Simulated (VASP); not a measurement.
# RbBr: forms and broadenings of the independent-particle spectrum

RbBr, Fm-3m (no. 225), 2 atoms in the cell. PBE, independent-particle dielectric function; PAW potentials Rb_sv, Br (PBE set).

## Input

INCAR.step1:
```
EDIFF = 1E-8
ENCUT = 260
ISMEAR = 0
KPAR = 4
LASPH = T
LCHARG = F
LEPSILON = T
LWAVE = F
PREC = Accurate
SIGMA = 0.02
```

INCAR.step2, as INCAR.step1 but for:
```
- LEPSILON = T
- LWAVE = F
+ LWAVE = T
+ NBANDS = 40
```

INCAR.step3:
```
ALGO = None
CSHIFT = 0.1
EDIFF = 1E-7
ENCUT = 260
ISMEAR = 0
ISTART = 1
KPAR = 4
LASPH = T
LCHARG = F
LOPTICS = T
LWAVE = F
NBANDS = 40
NEDOS = 2000
NELM = 1
PREC = Accurate
SIGMA = 0.02
```

INCAR.step4, as INCAR.step3 but for:
```
+ LNABLA = T
```

INCAR.step5, as INCAR.step4 but for:
```
- LNABLA = T
+ IPEAD = 3
+ LPEAD = T
```

INCAR.step6, as INCAR.step5 but for:
```
- IPEAD = 3
+ IPEAD = 1
```

INCAR.step7 changes the same tag again: IPEAD = 4.

INCAR.step8, as INCAR.step7 but for:
```
- CSHIFT = 0.1
- IPEAD = 4
- LPEAD = T
+ CSHIFT = 0.05
```

INCAR.step9, as INCAR.step8 but for:
```
- CSHIFT = 0.05
+ CSHIFT = 0.2
```

INCAR.step10 changes the same tag again: CSHIFT = 0.5.

INCAR.step11, as INCAR.step10 but for:
```
- CSHIFT = 0.5
- ISMEAR = 0
+ CSHIFT = 0.1
+ ISMEAR = -5
```

INCAR.step12, as INCAR.step11 but for:
```
- ISMEAR = -5
- SIGMA = 0.02
+ ISMEAR = 0
+ SIGMA = 0.2
```

INCAR.step13, as INCAR.step12 but for:
```
- SIGMA = 0.2
+ OMEGAMAX = 12
+ SIGMA = 0.02
```

INCAR.step14, as INCAR.step13 but for:
```
- OMEGAMAX = 12
+ OMEGAMAX = 60
```

KPOINTS:
```
k-points
0
Gamma
  10 10 10
```

POSCAR:
```
RbBr
1.0
    0.0000000000      3.4270000000      3.4270000000
    3.4270000000      0.0000000000      3.4270000000
    3.4270000000      3.4270000000      0.0000000000
Rb Br
1 1
Direct
    0.0000000000      0.0000000000      0.0000000000
    0.5000000000      0.5000000000      0.5000000000
```

Commands (each step's output is kept before the next begins):
```
cat potpaw_PBE.64/Rb_sv/POTCAR potpaw_PBE.64/Br/POTCAR > POTCAR
cp INCAR.step1 INCAR
mpirun -np 4 vasp_std > vasp.out
rm WAVECAR CHG
cp INCAR.step2 INCAR
mpirun -np 4 vasp_std > vasp.out
cp INCAR.step3 INCAR
mpirun -np 4 vasp_std > vasp.out
cp INCAR.step4 INCAR
mpirun -np 4 vasp_std > vasp.out
cp INCAR.step5 INCAR
mpirun -np 4 vasp_std > vasp.out
cp INCAR.step6 INCAR
mpirun -np 4 vasp_std > vasp.out
cp INCAR.step7 INCAR
mpirun -np 4 vasp_std > vasp.out
cp INCAR.step8 INCAR
mpirun -np 4 vasp_std > vasp.out
cp INCAR.step9 INCAR
mpirun -np 4 vasp_std > vasp.out
cp INCAR.step10 INCAR
mpirun -np 4 vasp_std > vasp.out
cp INCAR.step11 INCAR
mpirun -np 4 vasp_std > vasp.out
cp INCAR.step12 INCAR
mpirun -np 4 vasp_std > vasp.out
cp INCAR.step13 INCAR
mpirun -np 4 vasp_std > vasp.out
cp INCAR.step14 INCAR
mpirun -np 4 vasp_std > vasp.out
```

## Result

- Direct gap on the mesh (eV): 4.36
- Gap on the mesh (eV): 4.36
- Bands: 40

One ground state, settings moved in the last step alone:

| Settings | ε at zero frequency | Mean energy of the absorption, weighted by Im ε (eV) | Time (s) |
|---|---|---|---|
| longitudinal form, CSHIFT 0.1 | 2.81 | 8.27 | 3 |
| transversal form (LNABLA) | 2.84 | 8.28 | 3 |
| finite differences (LPEAD), order 3 | 2.81 | 8.27 | 10 |
| finite differences (LPEAD), order 1 | 2.79 | 8.29 | 6 |
| finite differences (LPEAD), order 4 | 2.81 | 8.27 | 13 |
| CSHIFT 0.05 | 2.81 | 8.28 | 4 |
| CSHIFT 0.2 | 2.81 | 8.25 | 4 |
| CSHIFT 0.5 | 2.80 | 8.19 | 4 |
| tetrahedron method | 2.81 | 8.29 | 4 |
| SIGMA 0.2 | 2.81 | 8.27 | 4 |
| OMEGAMAX 12, which cuts the spectrum short | 2.27 | 8.24 | 4 |
| OMEGAMAX 60 | 2.81 | 8.27 | 4 |

The mean energy covers the spectrum up to 12 eV.

On the same mesh, density-functional perturbation theory with local fields gives ε = 2.55.

VASP 6.6.1 took 262 s on 4 cores (Intel Xeon Platinum 8259CL @ 2.50GHz (Skylake/Cascade Lake)), a shared host.
